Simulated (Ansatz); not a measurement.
# Preparing GaN (P6_3mc) as a host crystal, part 2 of 3

Aim: the runs on the perfect crystal GaN (P6_3mc) that a defect calculation needs first.

Ansatz 0.2.0; plane-wave PAW DFT, r2SCAN; relaxation of the host's cell and atoms; PAW set soft_1 (the session's first sound run).

So far. Step 3 (Dielectric tensors of the host): The principal values of the electronic dielectric tensor are 5.83, 5.83 and 6.02. The principal values of the static dielectric tensor are 10.10, 10.10 and 11.19.

## 4. Defect free supercell relaxed in its symmetry

This cell, the one that will hold the defects, is built from the relaxed host. Its coarser k-points can move the atoms a little, so it is relaxed from the symmetric sites, as the reference for the test of stability.

This step: plane-wave PAW DFT, r2SCAN; relaxation of the defect-free supercell in its symmetry; PAW set soft_1 (Ansatz 0.2.0).

System of this step: GaN (P6_3mc). The cell holds 72 atoms: 36 Ga and 36 N. Its edges and angles: a = 9.550 Å, b = 9.550 Å, c = 10.368 Å, α = 90.0°, β = 90.0°, γ = 120.0°.

pristine.symmetric/input.yaml

```yaml
crystal:
  lattice:
    - [9.5498178172, 0.0, 0.0]
    - [-4.7749089086, 8.2703848312, 0.0]
    - [0.0, 0.0, 10.3676634614]
  atoms:
    - { symbol: Ga, position: [0.2222222222, 0.1111111111, 0.2495531182] }
    - { symbol: Ga, position: [0.1111111111, 0.2222222222, 0.4995531182] }
    - { symbol: "N", position: [0.2222222222, 0.1111111111, 0.4379468818] }
    - { symbol: "N", position: [0.1111111111, 0.2222222222, 0.1879468818] }
    - { symbol: Ga, position: [0.2222222222, 0.1111111111, 0.7495531182] }
    - { symbol: Ga, position: [0.1111111111, 0.2222222222, 0.9995531182] }
    - { symbol: "N", position: [0.2222222222, 0.1111111111, 0.9379468818] }
    - { symbol: "N", position: [0.1111111111, 0.2222222222, 0.6879468818] }
    - { symbol: Ga, position: [0.2222222222, 0.4444444444, 0.2495531182] }
    - { symbol: Ga, position: [0.1111111111, 0.5555555556, 0.4995531182] }
    - { symbol: "N", position: [0.2222222222, 0.4444444444, 0.4379468818] }
    - { symbol: "N", position: [0.1111111111, 0.5555555556, 0.1879468818] }
    - { symbol: Ga, position: [0.2222222222, 0.4444444444, 0.7495531182] }
    - { symbol: Ga, position: [0.1111111111, 0.5555555556, 0.9995531182] }
    - { symbol: "N", position: [0.2222222222, 0.4444444444, 0.9379468818] }
    - { symbol: "N", position: [0.1111111111, 0.5555555556, 0.6879468818] }
    - { symbol: Ga, position: [0.2222222222, 0.7777777778, 0.2495531182] }
    - { symbol: Ga, position: [0.1111111111, 0.8888888889, 0.4995531182] }
    - { symbol: "N", position: [0.2222222222, 0.7777777778, 0.4379468818] }
    - { symbol: "N", position: [0.1111111111, 0.8888888889, 0.1879468818] }
    - { symbol: Ga, position: [0.2222222222, 0.7777777778, 0.7495531182] }
    - { symbol: Ga, position: [0.1111111111, 0.8888888889, 0.9995531182] }
    - { symbol: "N", position: [0.2222222222, 0.7777777778, 0.9379468818] }
    - { symbol: "N", position: [0.1111111111, 0.8888888889, 0.6879468818] }
    - { symbol: Ga, position: [0.5555555556, 0.1111111111, 0.2495531182] }
    - { symbol: Ga, position: [0.4444444444, 0.2222222222, 0.4995531182] }
    - { symbol: "N", position: [0.5555555556, 0.1111111111, 0.4379468818] }
    - { symbol: "N", position: [0.4444444444, 0.2222222222, 0.1879468818] }
    - { symbol: Ga, position: [0.5555555556, 0.1111111111, 0.7495531182] }
    - { symbol: Ga, position: [0.4444444444, 0.2222222222, 0.9995531182] }
    - { symbol: "N", position: [0.5555555556, 0.1111111111, 0.9379468818] }
    - { symbol: "N", position: [0.4444444444, 0.2222222222, 0.6879468818] }
    - { symbol: Ga, position: [0.5555555556, 0.4444444444, 0.2495531182] }
    - { symbol: Ga, position: [0.4444444444, 0.5555555556, 0.4995531182] }
    - { symbol: "N", position: [0.5555555556, 0.4444444444, 0.4379468818] }
    - { symbol: "N", position: [0.4444444444, 0.5555555556, 0.1879468818] }
    - { symbol: Ga, position: [0.5555555556, 0.4444444444, 0.7495531182] }
    - { symbol: Ga, position: [0.4444444444, 0.5555555556, 0.9995531182] }
    - { symbol: "N", position: [0.5555555556, 0.4444444444, 0.9379468818] }
    - { symbol: "N", position: [0.4444444444, 0.5555555556, 0.6879468818] }
    - { symbol: Ga, position: [0.5555555556, 0.7777777778, 0.2495531182] }
    - { symbol: Ga, position: [0.4444444444, 0.8888888889, 0.4995531182] }
    - { symbol: "N", position: [0.5555555556, 0.7777777778, 0.4379468818] }
    - { symbol: "N", position: [0.4444444444, 0.8888888889, 0.1879468818] }
    - { symbol: Ga, position: [0.5555555556, 0.7777777778, 0.7495531182] }
    - { symbol: Ga, position: [0.4444444444, 0.8888888889, 0.9995531182] }
    - { symbol: "N", position: [0.5555555556, 0.7777777778, 0.9379468818] }
    - { symbol: "N", position: [0.4444444444, 0.8888888889, 0.6879468818] }
    - { symbol: Ga, position: [0.8888888889, 0.1111111111, 0.2495531182] }
    - { symbol: Ga, position: [0.7777777778, 0.2222222222, 0.4995531182] }
    - { symbol: "N", position: [0.8888888889, 0.1111111111, 0.4379468818] }
    - { symbol: "N", position: [0.7777777778, 0.2222222222, 0.1879468818] }
    - { symbol: Ga, position: [0.8888888889, 0.1111111111, 0.7495531182] }
    - { symbol: Ga, position: [0.7777777778, 0.2222222222, 0.9995531182] }
    - { symbol: "N", position: [0.8888888889, 0.1111111111, 0.9379468818] }
    - { symbol: "N", position: [0.7777777778, 0.2222222222, 0.6879468818] }
    - { symbol: Ga, position: [0.8888888889, 0.4444444444, 0.2495531182] }
    - { symbol: Ga, position: [0.7777777778, 0.5555555556, 0.4995531182] }
    - { symbol: "N", position: [0.8888888889, 0.4444444444, 0.4379468818] }
    - { symbol: "N", position: [0.7777777778, 0.5555555556, 0.1879468818] }
    - { symbol: Ga, position: [0.8888888889, 0.4444444444, 0.7495531182] }
    - { symbol: Ga, position: [0.7777777778, 0.5555555556, 0.9995531182] }
    - { symbol: "N", position: [0.8888888889, 0.4444444444, 0.9379468818] }
    - { symbol: "N", position: [0.7777777778, 0.5555555556, 0.6879468818] }
    - { symbol: Ga, position: [0.8888888889, 0.7777777778, 0.2495531182] }
    - { symbol: Ga, position: [0.7777777778, 0.8888888889, 0.4995531182] }
    - { symbol: "N", position: [0.8888888889, 0.7777777778, 0.4379468818] }
    - { symbol: "N", position: [0.7777777778, 0.8888888889, 0.1879468818] }
    - { symbol: Ga, position: [0.8888888889, 0.7777777778, 0.7495531182] }
    - { symbol: Ga, position: [0.7777777778, 0.8888888889, 0.9995531182] }
    - { symbol: "N", position: [0.8888888889, 0.7777777778, 0.9379468818] }
    - { symbol: "N", position: [0.7777777778, 0.8888888889, 0.6879468818] }
basis:
  ecutwfc: 500
  xc_grid: 2
hamiltonian:
  xc: r2scan
  pseudopotentials: { kind: paw, azcp: { folder: soft_1 } }
kpoints:
  mp_grid: { grid: [1, 1, 1] }
scf:
  occupations: { method: fermi_dirac, width: 0.01 }
  max_iter: 100
  lower_state_search: "off"
output:
  forces: true
relax:
  f_tol: 0.015
  max_steps: 60
  escape_saddle: false
checkpoint:
  write: "../pristine.symmetric.run"
  compress: false
  write_wavefunctions: false
  write_every: 100000
```

The run is started by

```bash
$ ansatz run input.yaml --threads 32 --pin off --max-ram 84787MiB --backend cuda --events-out ev --progress --plain --runs-dir out --max-vram 78GiB
```

Numbers of over 12 decimals in the logs are rounded to 6 here.

The program printed:

```text
[...]
device memory: the entry about to start is reckoned to put 3.9 GiB on a device that reports 172.3 GiB free (of which the cap on the GPU budget leaves the run 78.0 GiB)
GPU FFT provider: cuFFT
GPU libraries: cuBLAS 13.8.1, cuFFT 12.4.0, cuSOLVER 12.3.2
GPU matrix products: emulated (plane waves: as basis.precision tells), large ones in fixed point in workspaces of 1.00 GiB
Crystal: 72 atoms, lattice volume = 818.845 Å³
Basis set: ecut = 500 eV, 20899 PW (Γ), exchange–correlation on 144×144×160 points (8 copies of the dense FFT grid, shifted against one another)
Bands: 396, of which v1, the nominal top of the filled ones, is band 324 counted from 1 (323 counted from 0)
Symmetry: 216 space group operations
[...]
k-points: 1
[...]
GPU buffer pool allocated for 414720 grid points (all kernels)
GPU transforms: local potential: pruned to the plane-wave sphere, on 72×72×75; band sums: pruned to the plane-wave sphere, on 72×72×80
[...]
SCF iter   1: F=-150310.483914 eV  HF=-150363.777484 eV  |Δ(HF+E_count)|=         —  Δρ=1.19e-1  dr2=9.52e1  dr2_τ=1.11e1  Hψ=1270
[...]
SCF iter   3: F=-150344.687752 eV  HF=-150344.939702 eV  |Δ(HF+E_count)|=    1.48e0  Δρ=1.83e-2  dr2=2.06e0  dr2_τ=1.35e-1  Hψ=336
automatic band count: iteration 3 solves 375 bands in place of 396: the levels show a gap, and the empty bands left out lie too high to hold charge; the band table lists the bands solved (type scf.n_extra_bands for more)
SCF iter   4: F=-150344.882125 eV  HF=-150344.857988 eV  |Δ(HF+E_count)|=   8.17e-2  Δρ=3.39e-3  dr2=6.76e-2  dr2_τ=3.21e-3  Hψ=660
[...]
SCF iter   8: F=-150344.893507 eV  HF=-150344.893506 eV  |Δ(HF+E_count)|=   3.50e-5  Δρ=1.96e-5  dr2=3.16e-6  dr2_τ=8.25e-8  Hψ=1352
SCF 1 converged in 8 iterations: F = -150344.893507 eV  dr2 = 3.16e-6
[...]
relax step   1: F+E_penalty+E_count = -150344.89350704 eV  Δ(F+E_penalty+E_count) = +0.000e0 eV  max|allowed force component| = 1.639e-2 eV/Å  Δτ_max = 0.0000 Å  (8 SCF iters, dr2 threshold 5.63e-6 eV, accepted)
[...]
SCF iter   4: F=-150344.893715 eV  HF=-150344.893715 eV  |Δ(HF+E_count)|=   1.67e-7  Δρ=2.16e-6  dr2=3.38e-8  dr2_τ=1.71e-9  Hψ=1307
SCF 2 converged in 4 iterations: F = -150344.893715 eV  dr2 = 3.38e-8
relax step   2: F+E_penalty+E_count = -150344.89371511 eV  Δ(F+E_penalty+E_count) = -2.081e-4 eV  max|allowed force component| = 1.150e-2 eV/Å  Δτ_max = 0.0002 Å  (4 SCF iters, accepted)
[...]
SCF iter   2: F=-150344.893715 eV  HF=-150344.893715 eV  |Δ(HF+E_count)|=   1.05e-9  Δρ=1.36e-6  dr2=1.35e-8  dr2_τ=2.71e-10  Hψ=1045
SCF 3 converged in 2 iterations: F = -150344.893715 eV  dr2 = 1.35e-8
SCF converged after 2 iterations
Free energy (F): -150344.893715 eV
[...]
Internal energy: -150344.893715 eV  (E = F + TS)
E sigma→0 (E₀):  -150344.893715 eV
Fermi energy:    10.709104 eV
[...]
--- Forces (eV/Å), atoms counted from 1 ---
  atom   1  Ga    -0.00000000    -0.00000000     0.01176025
  atom   2  Ga    -0.00000000     0.00000000     0.01176025
  atom   3  N     -0.00000000     0.00000000    -0.01125823
  atom   4  N      0.00000000     0.00000000    -0.01125823
  atom   5  Ga    -0.00000000     0.00000000     0.01176025
  atom   6  Ga    -0.00000000     0.00000000     0.01176025
  [... 66 more lines of this table ...]
  max |Σ_I F_I| component: 1.81e-2 eV/Å
--- Relaxed structure (2 steps of the walk, 2 accepted, 0 SCFs on fresh bases) ---
  F+E_penalty+E_count = -150344.89371511 eV   max|allowed force component| = 1.150e-2 eV/Å
  atoms:
    - { symbol: Ga, position: [0.222222, 0.111111, 0.249573] }
    - { symbol: Ga, position: [0.111111, 0.222222, 0.499573] }
    - { symbol: N, position: [0.222222, 0.111111, 0.437927] }
    - { symbol: N, position: [0.111111, 0.222222, 0.187927] }
    - { symbol: Ga, position: [0.222222, 0.111111, 0.749573] }
    - { symbol: Ga, position: [0.111111, 0.222222, 0.999573] }
  [... 66 more lines of this table ...]
```

Elapsed: 2.8 s, on 1 × NVIDIA GB200 with 32 threads of Arm Neoverse V2, shared host; peak memory 1.2 GiB; 5.8 s of CPU time.

Hardly anything moved in the relaxation; the energy changed by under 0.2 meV an atom.

## 5. Defect free supercell relaxed from displaced atoms

This step: plane-wave PAW DFT, r2SCAN; relaxation of the defect-free supercell from random displacements, a test of the host's stability; PAW set soft_1 (Ansatz 0.2.0).

pristine.rattled/input.yaml, as its differences from pristine.symmetric/input.yaml of step 4:

```diff
@@ -94,6 +94,6 @@
   f_tol: 0.015
-  max_steps: 60
-  escape_saddle: false
+  max_steps: 120
+  random_displacement: { amplitude: 0.06, seed: 877 }
 checkpoint:
-  write: "../pristine.symmetric.run"
+  write: "../pristine.rattled.run"
   compress: false
```

The program printed:

```text
[...]
Crystal: 72 atoms, lattice volume = 818.845 Å³
Basis set: ecut = 500 eV, 20899 PW (Γ), exchange–correlation on 144×144×160 points (8 copies of the dense FFT grid, shifted against one another)
Bands: 396, of which v1, the nominal top of the filled ones, is band 324 counted from 1 (323 counted from 0)
Symmetry: 1 space group operations
k-points: 1
[...]
SCF iter   1: F=-150307.538540 eV  HF=-150361.663388 eV  |Δ(HF+E_count)|=         —  Δρ=1.20e-1  dr2=9.61e1  dr2_τ=1.12e1  Hψ=1281
[...]
SCF iter   4: F=-150342.555274 eV  HF=-150342.538841 eV  |Δ(HF+E_count)|=   7.99e-2  Δρ=3.32e-3  dr2=6.94e-2  dr2_τ=3.33e-3  Hψ=660
[...]
SCF iter   9: F=-150342.569444 eV  HF=-150342.569444 eV  |Δ(HF+E_count)|=   2.01e-6  Δρ=1.63e-5  dr2=1.87e-6  dr2_τ=1.84e-7  Hψ=1355
SCF 1 converged in 9 iterations: F = -150342.569444 eV  dr2 = 1.87e-6
[...]
relax step   1: F+E_penalty+E_count = -150342.56944401 eV  Δ(F+E_penalty+E_count) = +0.000e0 eV  max|allowed force component| = 1.948e0 eV/Å  Δτ_max = 0.0000 Å  (9 SCF iters, dr2 threshold 5.63e-6 eV, accepted)
[...]
relax step   2: F+E_penalty+E_count = -150344.30447189 eV  Δ(F+E_penalty+E_count) = -1.735e0 eV  max|allowed force component| = 1.091e0 eV/Å  Δτ_max = 0.0620 Å  (6 SCF iters, dr2 threshold 1.00e-4 eV, accepted)
relax step   3: F+E_penalty+E_count = -150344.89390832 eV  Δ(F+E_penalty+E_count) = -5.894e-1 eV  max|allowed force component| = 9.011e-3 eV/Å  Δτ_max = 0.0486 Å  (6 SCF iters, dr2 threshold 7.45e-5 eV, accepted)
[...]
SCF iter   1: F=-150344.893908 eV  HF=-150344.893918 eV  |Δ(HF+E_count)|=         —  Δρ=4.09e-5  dr2=1.28e-5  dr2_τ=1.31e-6  Hψ=876
[...]
SCF iter   2: F=-150344.893917 eV  HF=-150344.893916 eV  |Δ(HF+E_count)|=   1.48e-6  Δρ=1.95e-5  dr2=3.31e-6  dr2_τ=1.79e-7  Hψ=651
[...]
SCF iter   4: F=-150344.893918 eV  HF=-150344.893918 eV  |Δ(HF+E_count)|=   8.08e-7  Δρ=2.76e-6  dr2=5.65e-8  dr2_τ=9.06e-9  Hψ=1352
SCF 4 converged in 4 iterations: F = -150344.893918 eV  dr2 = 5.65e-8
relax step   4: F+E_penalty+E_count = -150344.89391798 eV  Δ(F+E_penalty+E_count) = -9.659e-6 eV  max|allowed force component| = 8.943e-3 eV/Å  Δτ_max = 0.0000 Å  (4 SCF iters, accepted)
[...]
SCF iter   1: F=-150344.893918 eV  HF=-150344.893918 eV  |Δ(HF+E_count)|=         —  Δρ=2.76e-6  dr2=5.65e-8  dr2_τ=9.06e-9  Hψ=1561
[...]
SCF iter   2: F=-150344.893918 eV  HF=-150344.893918 eV  |Δ(HF+E_count)|=   1.66e-9  Δρ=1.12e-6  dr2=1.15e-8  dr2_τ=9.21e-10  Hψ=1047
SCF 5 converged in 2 iterations: F = -150344.893918 eV  dr2 = 1.15e-8
SCF converged after 2 iterations
Free energy (F): -150344.893918 eV
[...]
Internal energy: -150344.893918 eV  (E = F + TS)
E sigma→0 (E₀):  -150344.893918 eV
Fermi energy:    10.709459 eV
[...]
--- Forces (eV/Å), atoms counted from 1 ---
  atom   1  Ga     0.00484512    -0.00893984     0.00380817
  atom   2  Ga     0.00338914    -0.00484700    -0.00481825
  atom   3  N     -0.00503276     0.00582170    -0.00286019
  atom   4  N     -0.00467593     0.00530176    -0.00364442
  atom   5  Ga    -0.00006416     0.00635806    -0.00042119
  atom   6  Ga     0.00357285     0.00038597     0.00348519
  [... 66 more lines of this table ...]
  max |Σ_I F_I| component: 2.06e-2 eV/Å
--- Relaxed structure (4 steps of the walk, 4 accepted, 0 SCFs on fresh bases) ---
  F+E_penalty+E_count = -150344.89391798 eV   max|allowed force component| = 8.943e-3 eV/Å
  atoms:
    - { symbol: Ga, position: [0.222596, 0.110918, 0.250012] }
    - { symbol: Ga, position: [0.111422, 0.221985, 0.500080] }
    - { symbol: N, position: [0.222563, 0.110859, 0.438299] }
    - { symbol: N, position: [0.111451, 0.221907, 0.188287] }
    - { symbol: Ga, position: [0.222488, 0.110773, 0.750051] }
    - { symbol: Ga, position: [0.111418, 0.221943, 0.999992] }
  [... 66 more lines of this table ...]
```

Elapsed: 3.9 s, on 1 × NVIDIA GB200 with 32 threads; peak memory 1.2 GiB.

The steps of the relaxation:

```
step  energy less that of the first step (eV)  largest force component (eV/Å)
   1                                   0.0000                          1.9484
   2                                  -1.7350                          1.0915
   3                                  -2.3245                          0.0090
   4                                  -2.3245                          0.0089
```

The relaxation ends 32 meV an atom lower than the displaced start, with a largest force component of 0.0089 eV/Å.

## 6. Host on a dense mesh

This step: plane-wave PAW DFT, r2SCAN; single point of the defect-free host, a test of the k-point sampling; PAW set soft_1 (Ansatz 0.2.0).

System of this step: GaN (P6_3mc). The structure is hexagonal, space group P6_3mc (No. 186). Conventional cell: a = 3.183 Å, b = 3.183 Å, c = 5.184 Å, α = 90.00°, β = 90.00°, γ = 120.00°. Ga has 4 N at 1.95 Å nearest. Nearest to N lie 4 Ga at 1.95 Å. Farther neighbours and most contacts between anions are not listed.

dense/input.yaml

```yaml
crystal:
  lattice:
    - [3.1832726057, 0.0, 0.0]
    - [-1.5916363029, 2.7567949437, 0.0]
    - [0.0, 0.0, 5.1838317307]
  atoms:
    - { symbol: Ga, position: [0.6666666667, 0.3333333333, 0.4991062363] }
    - { symbol: Ga, position: [0.3333333333, 0.6666666667, 0.9991062363] }
    - { symbol: "N", position: [0.6666666667, 0.3333333333, 0.8758937637] }
    - { symbol: "N", position: [0.3333333333, 0.6666666667, 0.3758937637] }
basis:
  ecutwfc: 500
  xc_grid: 2
hamiltonian:
  xc: r2scan
  pseudopotentials: { kind: paw, azcp: { folder: soft_1 } }
kpoints:
  mp_grid: { grid: [10, 10, 6] }
scf:
  occupations: { method: fermi_dirac, width: 0.01 }
  max_iter: 100
  lower_state_search: "off"
checkpoint:
  write: "../dense.run"
  compress: false
  write_wavefunctions: false
  write_every: 100000
```

The program printed:

```text
[...]
GPU FFT provider: cuFFT
GPU libraries: cuBLAS 13.8.1, cuFFT 12.4.0, cuSOLVER 12.3.2
[...]
Crystal: 4 atoms, lattice volume = 45.491 Å³
Basis set: ecut = 500 eV, 1129 PW (Γ), exchange–correlation on 48×48×80 points (8 copies of the dense FFT grid, shifted against one another)
Bands: 22, of which v1, the nominal top of the filled ones, is band 18 counted from 1 (17 counted from 0)
Symmetry: 12 space group operations
[...]
k-points: 56 of 600 (time reversal used)
[...]
GPU buffer pool allocated for 23040 grid points (all kernels)
GPU transforms: local potential and band sums: pruned to the plane-wave sphere, on 24×24×40
[...]
SCF iter   1: F=-8351.002026 eV  HF=-8353.742503 eV  |Δ(HF+E_count)|=         —  Δρ=1.16e-1  dr2=4.96e0  dr2_τ=5.78e-1  Hψ=5135
[...]
SCF iter   9: F=-8352.780591 eV  HF=-8352.780591 eV  |Δ(HF+E_count)|=   5.95e-8  Δρ=5.59e-6  dr2=1.19e-8  dr2_τ=2.03e-10  Hψ=2530
SCF 1 converged in 9 iterations: F = -8352.780591 eV  dr2 = 1.19e-8
[...]
SCF converged after 9 iterations
Free energy (F): -8352.780591 eV
[...]
Internal energy: -8352.780591 eV  (E = F + TS)
E sigma→0 (E₀):  -8352.780591 eV
Fermi energy:    10.649773 eV
[...]
```

Elapsed: 1.2 s, on 1 × NVIDIA GB200 with 32 threads; peak memory 0.93 GiB.

## 7. Defect free supercell at the zone centre

The supercell is run at the zone centre, to see how far that sampling misses the dense mesh.

System of this step: GaN (P6_3mc). The cell holds 72 atoms: 36 Ga and 36 N. Its edges and angles: a = 9.550 Å, b = 9.550 Å, c = 10.368 Å, α = 90.0°, β = 90.0°, γ = 120.0°.

pristine.sampling_gamma/input.yaml, as its differences from pristine.rattled/input.yaml of step 5:

```diff
@@ -90,10 +90,4 @@
   lower_state_search: "off"
-output:
-  forces: true
-relax:
-  f_tol: 0.015
-  max_steps: 120
-  random_displacement: { amplitude: 0.06, seed: 877 }
 checkpoint:
-  write: "../pristine.rattled.run"
+  write: "../pristine.sampling_gamma.run"
   compress: false
```

The program printed:

```text
[...]
GPU FFT provider: cuFFT
GPU libraries: cuBLAS 13.8.1, cuFFT 12.4.0, cuSOLVER 12.3.2
[...]
Crystal: 72 atoms, lattice volume = 818.845 Å³
Basis set: ecut = 500 eV, 20899 PW (Γ), exchange–correlation on 144×144×160 points (8 copies of the dense FFT grid, shifted against one another)
Bands: 396, of which v1, the nominal top of the filled ones, is band 324 counted from 1 (323 counted from 0)
Symmetry: 216 space group operations
[...]
k-points: 1
[...]
GPU buffer pool allocated for 414720 grid points (all kernels)
[...]
SCF iter   1: F=-150310.483929 eV  HF=-150363.777484 eV  |Δ(HF+E_count)|=         —  Δρ=1.19e-1  dr2=9.52e1  dr2_τ=1.11e1  Hψ=1270
[...]
SCF iter  10: F=-150344.893507 eV  HF=-150344.893507 eV  |Δ(HF+E_count)|=   6.98e-8  Δρ=6.96e-7  dr2=3.77e-9  dr2_τ=1.96e-10  Hψ=707
SCF 1 converged in 10 iterations: F = -150344.893507 eV  dr2 = 3.77e-9
[...]
SCF converged after 10 iterations
Free energy (F): -150344.893507 eV
[...]
Internal energy: -150344.893507 eV  (E = F + TS)
E sigma→0 (E₀):  -150344.893507 eV
Fermi energy:    10.708950 eV
[...]
```

It took 1.9 s on 1 × NVIDIA GB200 with 32 threads; peak memory 0.97 GiB.

(Continued in part 3 of 3.)

[Logs are printed without paths, hosts, clocks, repeated set-up lines and the standing remarks that a program may print on its own settings, such as how far it seeks lower states.]

[Hosts, paths, dates, database ids (printed as entryN), source tags and the programs' standing remarks are cut or masked in the printed files.]

[Runs of the host that timed out are not shown.]

[For some hosts the program warned that the k-mesh of the response run may be too coarse for force constants and the static dielectric constant; such warnings are not always shown.]

[The program warned that the k-mesh of a response run behind this text may be too coarse: force constants, and the static dielectric constant and all else formed from them, are not shown converged.]
